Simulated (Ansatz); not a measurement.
# Pt in Ansatz: convergence with smearing width

Crystal: Pt.

```
CELL_PARAMETERS angstrom
-1.58422 1.58422 1.58422
1.58422 -1.58422 1.58422
1.58422 1.58422 -1.58422
ATOMIC_POSITIONS crystal
Pt 0.00000 0.00000 0.00000
```

This isn't the form of Pt at room conditions, which is fcc.

```yaml
Program: Ansatz 0.2.0
Task: convergence study
Functional: PBE
Potentials_or_basis: Ansatz PAW
Cutoff: "420 eV (not typed: the program's choice for these potentials)"
k_mesh: 10 × 10 × 10
Occupations: gaussian, width 0.3 eV
Spin: spin-orbit coupling, no magnetisation
```

These are the settings of the first run; the series varies smearing width, with any setting tied to it.

Hardware: 2 threads of AMD EPYC (Zen 3) (shared host).

The values tried are 0.3 eV, 0.2 eV, 0.15 eV, 0.1 eV, 0.05 eV, 0.025 eV, 0.01 eV, 0.005 eV, loosest first. From which on does the energy stay within 1 meV/atom of the tightest run that finished?

From 0.15 eV on.

| smearing width | energy less the tightest run, at zero smearing (meV/atom) | pressure (GPa) | SCF cycles | CPU time (s) | peak memory (GiB) |
| --- | --- | --- | --- | --- | --- |
| 0.3 eV | -0.56 | -0.46 | 7 | 6.4 | 0.34 |
| 0.2 eV | -1.15 | -0.73 | 7 | 5.9 | 0.34 |
| 0.15 eV | -0.66 | -0.82 | 7 | 6.3 | 0.34 |
| 0.1 eV | -0.10 | -0.91 | 7 | 6.1 | 0.34 |
| 0.05 eV | -0.08 | -1.02 | 6 | 5.2 | 0.34 |
| 0.025 eV | 0.05 | -1.05 | 6 | 5.9 | 0.34 |
| 0.01 eV | 0.01 | -1.07 | 6 | 5.8 | 0.34 |
| 0.005 eV | 0.00 | -1.07 | 6 | 5.6 | 0.34 |

Against the tightest run, the pressure stays within 0.1 GPa from 0.05 eV on. Narrower smearing needs a denser k mesh, so at a fixed mesh the narrowest width isn't the most accurate. The tightest run that finished is the yardstick and may itself not be fully converged.
